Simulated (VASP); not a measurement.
VASP inputs for PbS (rocksalt)

INCAR

```
SIGMA = 0.01
LASPH = .TRUE.
NBANDS = 17
NSW = 0
METAGGA = R2SCAN
NELM = 120
ENCUT = 520
LREAL = .FALSE.
PREC = Accurate
ISIF = 2
EDIFF = 1E-7
IBRION = -1
ALGO = Normal
LCHARG = .FALSE.
LWAVE = .FALSE.
ISMEAR = 0
```

KPOINTS

```
KPOINTS created by Atomic Simulation Environment
0
Gamma
8 8 8
0 0 0
```

KPOINTS_OPT

```
special points
7
Reciprocal
0.0000000000 0.0000000000 0.0000000000 1
0.5000000000 0.0000000000 0.5000000000 1
0.6250000000 0.2500000000 0.6250000000 1
0.3750000000 0.3750000000 0.7500000000 1
0.5000000000 0.5000000000 0.5000000000 1
0.5000000000 0.2500000000 0.7500000000 1
0.0000000000 0.0000000000 0.5000000000 1
```

POSCAR

```
Pb S
 1.0000000000000000
     0.0000000000000000    2.9872326910541420    2.9872326910541420
     2.9872326910541420    0.0000000000000000    2.9872326910541420
     2.9872326910541420    2.9872326910541420    0.0000000000000000
 Pb  S
   1   1
Cartesian
 -0.0000000000000000  0.0000000000000000  0.0000000000000000
  2.9872326910541420  2.9872326910541420  2.9872326910541420
```

VASP ran with the recommended PBE PAW datasets (20 valence electrons in the cell).

Problem. Estimate the main results of this run.

Solution. gap between bands v and c 0.70 eV; least direct gap 0.70 eV; pressure 0.0 GPa.

Band v is the last that the valence electrons fill when counted band by band, and c is the next. Levels in eV from the top of v:

```
point    v−1      v     c   c+1
    Γ  -2.20  -2.20  5.51  5.51
    X  -3.45  -3.45  4.26  5.95
    K  -2.95  -2.46  3.65  4.43
    L  -1.81   0.00  0.70  2.25
    W  -4.41  -1.05  2.50  5.03
```
